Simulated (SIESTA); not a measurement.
**CO2 under changes of volume**

One of the cells (7.836 Å³/atom); the others are scaled copies at fixed shape and fractional positions:

```
CELL_PARAMETERS angstrom
-1.97473 1.97473 3.01406
1.97473 -1.97473 3.01406
1.97473 1.97473 -3.01406
ATOMIC_POSITIONS crystal
O 0.87500 0.95980 0.58480
O 0.37500 0.29020 0.41520
O 0.04020 0.62500 0.91520
O 0.70980 0.12500 0.08480
C 0.00000 0.00000 0.00000
C 0.75000 0.25000 0.50000
```

The cell comes from a database or a generator and needn't be the stable form of this composition.

- Program: SIESTA 5.4.2
- Functional: LDA
- Potentials or basis: PseudoDojo 0.4 standard (LDA files)
- Basis: DZP (energy shift 0.003 Ry)
- Grid cutoff: 800 Ry
- Energy shift: 0.003 Ry
- k mesh: 7 × 7 × 7
- Occupations: fermi-dirac, width 0.05 eV
- Spin: no spin polarisation

```csv
volume (Å³/atom),energy over the lowest point (meV/atom),pressure (GPa),gap on the mesh (eV),largest force (eV/Å)
7.366,?,?,?,?
7.522,0.00,1.4,7.58,0.597
7.679,1.52,-4.4,7.49,0.281
7.836,8.37,-9.5,7.40,0.011
7.992,19.99,-14.2,7.30,0.279
8.149,35.91,-18.3,7.21,0.527
8.306,55.68,-22.0,7.12,0.755
```

Question: What does the run at 7.366 Å³/atom give?

Answer: Energy over the lowest point 4.43 meV/atom; pressure 7.8 GPa; gap on the mesh 7.68 eV; largest force 0.939 eV/Å.

Worked out: A Birch-Murnaghan fit of order 3 (a polynomial in V^(-2/3)) to the other rows has its minimum at 7.56 Å³/atom with B0 = V·E''(V) = 288 GPa and B' = 4.5 at fixed shape and positions, which overstates the stiffness. It gives 4.47 meV/atom at 7.366 Å³/atom, against the run's 4.43, and -dE/dV = 7.9 GPa, against 7.8. A straight line through the other rows of the gap, of slope -4.67 eV per unit of ln V, extrapolates to 7.68 eV, against the run's 7.68.

Energies are extrapolated to zero smearing.

Caveats: an odd mesh through Γ misses points on the zone boundary, where band edges often lie; the basis of atomic orbitals isn't converged, which shifts pressures, moduli and gaps.
